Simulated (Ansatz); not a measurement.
# SiC: moving Si off its site

SiC, P6_3mc, a = 3.094 Å, c = 10.129 Å. The compound has several low-lying forms, and this is one of them. Ansatz: PBE, PAW, 420 eV, Γ-centred 12×12×4 mesh on 8 atoms, Gaussian smearing 0.05 eV; no spin polarisation.

```yaml
crystal:
  lattice:
    - [3.09412, 0.00000, 0.00000]
    - [-1.54706, 2.67959, 0.00000]
    - [0.00000, 0.00000, 10.12934]
  atoms:
    - { symbol: Si, position: [0.66667, 0.33333, 0.93784] }
    - { symbol: Si, position: [0.33333, 0.66667, 0.43784] }
    - { symbol: Si, position: [0.00000, 0.00000, 0.68790] }
    - { symbol: Si, position: [0.00000, 0.00000, 0.18790] }
    - { symbol: C, position: [0.66667, 0.33333, 0.74981] }
    - { symbol: C, position: [0.33333, 0.66667, 0.24981] }
    - { symbol: C, position: [0.00000, 0.00000, 0.50045] }
    - { symbol: C, position: [0.00000, 0.00000, 0.00045] }
```

Atom 3 (Si) moves by x along the unit vector (-0.500, -0.866, 0.000), with its periodic images; all else is held. y is the free energy of the cell over the start, F the force along the path summed over the moved atoms. Symmetry makes y even in x.

| x (Å) | y (meV) | F (eV/Å) |
| --- | --- | --- |
| -0.450 | ? | ? |
| -0.270 | 725.0 | 5.51 |
| -0.090 | 78.7 | 1.75 |
| 0.000 | 0.0 | 0.00 |
| 0.135 | 177.8 | -2.65 |
| 0.180 | 317.7 | -3.57 |
| 0.225 | 499.6 | -4.52 |
| 0.315 | 995.8 | -6.54 |
| 0.360 | 1314.0 | -7.62 |
| 0.405 | 1682.1 | -8.75 |

Question: Fit y = c2 x² + c4 x⁴ to the energies of the other rows, give the force constant, and predict energy and force of the missing row.

Answer: Least squares on the rows shown. y = 9697.1 x² + 3404.3 x⁴. The force constant is 2 c2 = 19.4 eV/Å² (for all images moving together, not for a lone atom). The force −dy/dx at the missing row is 9.97 eV/Å (computed 9.95). At x = -0.450 the fit asked for gives 2103.3 meV. The run gave 2102.6 meV, so the fit is 0.7 meV too high, a small miss on the scale of the series.

Cost: 10 runs of about 3.4 core-minutes in all, on Intel Xeon 6975P-C (Granite Rapids) (shared hosts).